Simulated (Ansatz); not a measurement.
Pb in Ansatz: the effect of functional

The system is Pb.

```
Pb
1.0
     0.00000    3.48426    3.48426
     3.48426    0.00000    3.48426
     3.48426    3.48426    0.00000
Pb
2
Direct
  0.25000 0.25000 0.25000
  0.00000 0.00000 0.00000
```

This isn't the form of Pb at room conditions, which is fcc.

The cell isn't the ideal one: volume scaled by 1.04.

Alike in all runs:

* Program: Ansatz 0.2.0
* Task: single point
* Potentials or basis: Ansatz PAW
* k mesh: 7 × 7 × 7
* Occupations: fermi-dirac, width 0.05 eV
* Spin: no spin polarisation

```csv
functional,cutoff,pressure (GPa)
LDA,420 eV (not typed: the program's choice for these potentials),?
PBEsol,420 eV (not typed: the program's choice for these potentials),-0.7
r2SCAN,500 eV (not typed: the program's choice for these potentials),-0.2
```

Problem. What does the run with functional LDA give?

Solution. Pressure -1.8 GPa.

Caveats: the PAW data sets come from PBE, with cores solved anew for the run's functional, which leaves a small shift of forces and pressure.

Runs at the PBE level aren't shown here.
